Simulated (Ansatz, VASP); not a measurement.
# HCl in VASP and in Ansatz

POSCAR

```
HCl
1.0
   -0.5932550136      2.4753054015      2.4753054015
    2.4753054015     -0.5932550136      2.4753054015
    2.4753054015      2.4753054015     -0.5932550136
H Cl
1 1
Direct
    0.0000000000      0.0000000000      0.0000000000
    0.5000000000      0.5000000000      0.5000000000
```

File INCAR.step1:

```
PREC = Accurate
ENCUT = 520
ISMEAR = 0
SIGMA = 0.15
LREAL = F
LASPH = T
NELM = 100
NBANDS = 11
GGA = PE
ALGO = Normal
EDIFF = 1E-4
LWAVE = T
LCHARG = F
```

INCAR.step2

```
PREC = Accurate
ENCUT = 520
EDIFF = 1E-7
ISMEAR = 0
SIGMA = 0.15
LREAL = F
LASPH = T
NELM = 100
ALGO = Normal
ISIF = 2
LWAVE = F
LCHARG = F
METAGGA = R2SCAN
LMIXTAU = T
NBANDS = 11
ISTART = 1
```

KPOINTS

```
regular mesh
0
Gamma
  16 16 16
```

Input for Ansatz:

```yaml
crystal:
  lattice:
    - [-0.5932550136, 2.4753054015, 2.4753054015]
    - [2.4753054015, -0.5932550136, 2.4753054015]
    - [2.4753054015, 2.4753054015, -0.5932550136]
  atoms:
    - { symbol: H, position: [0.0, 0.0, 0.0] }
    - { symbol: Cl, position: [0.5, 0.5, 0.5] }
basis:
  ecutwfc: 500
kpoints:
  mp_grid: { grid: [16, 16, 16] }
hamiltonian:
  xc: r2scan
scf:
  occupations: { method: gaussian, width: 0.15 }
output:
  forces: true
  stress: true
  eigenvalues: true
```

Alike in both runs: task single point; functional r2SCAN; k mesh 16 × 16 × 16; occupations gaussian, width 0.15 eV; no spin polarisation.

```csv
,VASP,Ansatz
version,VASP 6.6.1,Ansatz 0.2.0
potentials or method,"VASP PAW PBE potentials, release 64 (H, Cl)","scalar-relativistic, plane waves, PAW"
plane-wave cutoff (eV),520,500
valence electrons in the cell,8,8
```

Ansatz gave:

```
gap on the k mesh at the Fermi level (eV)       : none
pressure (GPa)                                  : -8.8
largest component of the traceless stress (GPa) : 3.08
```

Problem. Estimate VASP's values.

Solution. gap on the k mesh at the Fermi level (eV): none; pressure (GPa): -8.9; largest component of the traceless stress (GPa): 3.08.

A gap of «none» marks a metal or a gap that the smearing closes.

Caveats: the PAW data sets were made with another functional, which shifts forces and pressure a little (VASP).
